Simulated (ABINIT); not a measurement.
Here is an ABINIT 10.8.3 (patched build) calculation.

Contents of run.abi:

```
# Datasets: ground state, then fixed potential
ndtset 2

# Pseudopotentials
pp_dirpath "./"
pseudos "Mo.LDA_PW-JTH.xml, S.LDA_PW-JTH.xml"

# Structure
acell 3*1.0
rprim
     6.0171262416     0.0000000000     0.0000000000
    -3.0085631208     5.2109841830     0.0000000000
     0.0000000000     0.0000000000    32.7576463855
ntypat 2
znucl 42 16
natom 3
typat 1 2 2
xred
     0.0000000000     0.0000000000     0.0000000000
     0.3333333333     0.6666666667     0.9105070200
     0.3333333333     0.6666666667     0.0894929800

# Plane-wave basis
ecut 20.0
pawecutdg 40.0

# Exchange and correlation
ixc 7

# Bands and occupations
occopt 3
tsmear 0.00183747

# SCF cycle
nstep 100

# Output
iomode 3
prtwf 0
prteig 0
prtebands 0
enunit 1
prtden1 1

# Dataset 1
kptopt1 1
ngkpt1 10 10 2
nshiftk1 1
shiftk1 0.0 0.0 0.0
nband1 17
tolvrs1 1.0e-9

# Dataset 2: bands along G-M-K-G-A-L-H-A
iscf2 -2
getden2 1
nband2 23
nbdbuf2 4
tolwfr2 1.0e-11
kptopt2 -7
ndivsm2 5
prteig2 1
kptbounds2
     0.0000000000     0.0000000000     0.0000000000
     0.5000000000     0.0000000000     0.0000000000
     0.3333333333     0.3333333333     0.0000000000
     0.0000000000     0.0000000000     0.0000000000
     0.0000000000     0.0000000000     0.5000000000
     0.5000000000     0.0000000000     0.5000000000
     0.3333333333     0.3333333333     0.5000000000
     0.0000000000     0.0000000000     0.5000000000
```

Potentials or basis: JTH PAW LDA v2.0.

Launch:

```sh
$ abinit run.abi > log 2>&1
```

Problem. Predict the largest force.

Solution. 0.391 eV/Å.

Problem. Predict the band gap on the k mesh.

Solution. 1.74 eV, indirect (least direct gap 1.93 eV).

Problem. Predict the band gap along the path.

Solution. 1.59 eV, indirect (least direct gap 1.66 eV).

Levels at the corners of the path, in eV from the valence-band top:
| point | band 9 | band 10 | band 11 | band 12 | band 13 | band 14 | band 15 | band 16 | band 17 | band 18 |
| --- | --- | --- | --- | --- | --- | --- | --- | --- | --- | --- |
| Γ | -2.69 | -1.77 | -1.57 | -1.57 | 0.00 | 2.73 | 2.73 | 3.02 | 3.02 | 5.47 |
| M | -4.09 | -3.22 | -1.84 | -1.01 | -0.65 | 2.19 | 2.71 | 3.81 | 4.32 | 6.00 |
| K | -4.12 | -3.55 | -2.89 | -2.11 | -0.07 | 1.59 | 3.03 | 3.54 | 4.85 | 7.11 |
| Γ | -2.69 | -1.77 | -1.57 | -1.57 | 0.00 | 2.73 | 2.73 | 3.02 | 3.02 | 5.47 |
| A | -2.69 | -1.77 | -1.57 | -1.57 | 0.00 | 2.73 | 2.73 | 3.02 | 3.02 | 5.56 |
| L | -4.09 | -3.22 | -1.84 | -1.01 | -0.65 | 2.19 | 2.71 | 3.81 | 4.32 | 6.00 |
| H | -4.12 | -3.55 | -2.89 | -2.11 | -0.07 | 1.59 | 3.03 | 3.54 | 4.85 | 7.11 |
| A | -2.69 | -1.77 | -1.57 | -1.57 | 0.00 | 2.73 | 2.73 | 3.02 | 3.02 | 5.56 |

A hybrid or GW would open this gap; LDA tends to underestimate it.
